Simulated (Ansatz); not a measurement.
Born–Oppenheimer molecular dynamics of a periodic cell of 16 atoms, MgO (host MgO, host structure Fm-3m). It starts from a structure without forces on its atoms.

These are results of Ansatz 0.2.0, DFT PBE, scalar-relativistic, plane waves, PAW, not measurements. Settings: cutoff 420 eV, k mesh 2x2x2, fermi-dirac smearing 0.05 eV, no spin polarisation.

```json
{
  "ensemble": "NVT, Nosé–Hoover chain",
  "time step": "1 fs",
  "steps asked": "140",
  "set temperature": "1200 K",
  "thermostat": "time constant 100 fs, chain length 5",
  "seed": "147704"
}
```

First frame:

```xyz
16
Lattice="0.0000 4.4041 4.4041 4.4041 0.0000 4.4041 4.4041 4.4041 0.0000" Properties=species:S:1:pos:R:3
Mg 0.000 0.000 0.000
O 2.202 2.202 2.202
Mg 2.202 2.202 0.000
O 4.404 4.404 2.202
Mg 2.202 0.000 2.202
O 4.404 2.202 4.404
Mg 4.404 2.202 2.202
O 6.606 4.404 4.404
Mg 0.000 2.202 2.202
O 2.202 4.404 4.404
Mg 2.202 4.404 2.202
O 4.404 6.606 4.404
Mg 2.202 2.202 4.404
O 4.404 4.404 6.606
Mg 4.404 4.404 4.404
O 6.606 6.606 6.606
```

Q: What does the run give?

A: All steps were run.

- steps done: 140
- time covered: 140 fs
- mean temperature over the second half: 758 K
- spread of the potential energy over the second half: 9.5 meV per atom
- mean potential energy of the second half above the start: 90.9 meV per atom

The conserved energy stayed within 0.13 meV per atom of its start (net change 0.076 meV per atom), so the integration is sound. The mean temperature of the second half is 37 % below the set value. A run of 0.14 ps of so small a system gives no equilibrium averages. Limits of this set-up: coarse k mesh.

Q: What happens to the structure?

A: Mean squared displacements from the first frame to the last, about the centre of mass: Mg 0.03 Å², O 0.05 Å². This is one draw of velocities; another would differ in detail.

Q: How do temperature and energy run in time?

A: 
```
time (fs)  T (K)  potential energy less start (eV)  conserved less start (meV/atom)
      0.0   1200                             0.000                             0.00
     11.0    741                             0.893                             0.05
     22.0    267                             1.819                             0.12
     33.0    505                             1.378                             0.04
     44.0    551                             1.336                             0.07
     55.0    659                             1.191                             0.08
     66.0    850                             0.923                             0.04
     77.0    697                             1.329                             0.09
     88.0    687                             1.444                             0.09
     99.0    817                             1.298                             0.06
    110.0    776                             1.480                             0.09
    121.0    753                             1.609                             0.08
    132.0    772                             1.645                             0.10
```

Time of the run: 6.2 min on 1 thread of Arm Neoverse V2, with other jobs on the host, peak memory 0.52 GiB.
